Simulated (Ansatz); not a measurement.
## How far PBE and PBEsol part for Ti3SiC2, pressure 0.7 GPa

Base system: Ti3SiC2 (space group P6_3/mmc, No. 194; a = 3.0728 Å, c = 17.7228 Å).

(Cell as relaxed with PBE.)

Levels (all Ansatz, a quantum-chemistry and plane-wave program, PAW): PBE (420 eV, spin-orbit coupling left out); PBEsol (420 eV, spin-orbit coupling left out).

Each level relaxes its own structure.

```tsv
base	PBE	PBEsol
volume per atom	12.08 Å³	11.74 Å³
lattice parameter a	3.073 Å	3.042 Å
band gap	zero	zero
```

Modification: a hydrostatic pressure of 0.7 GPa.

```
quantity                 PBE  PBEsol
-------------------  -------  ------
lattice parameter a  3.069 Å       …
c/a ratio              5.768       …
band gap                zero       …
```

Task: What does PBEsol give?

Result: 
- lattice parameter a, PBEsol: 3.039 Å
- c/a ratio, PBEsol: 5.778
- band gap, PBEsol: zero

PBE's lattice parameter a lies 0.030 Å above PBEsol's (1.0 %); PBE's c/a ratio lies 0.010 below PBEsol's; the two agree on the band gap. Neither level is exact; PBEsol is the comparison here, not a measurement.

Load acts through the strain it causes; cell and atoms are relaxed under it. No phonon test of stability was made. All final runs are without spin polarisation.
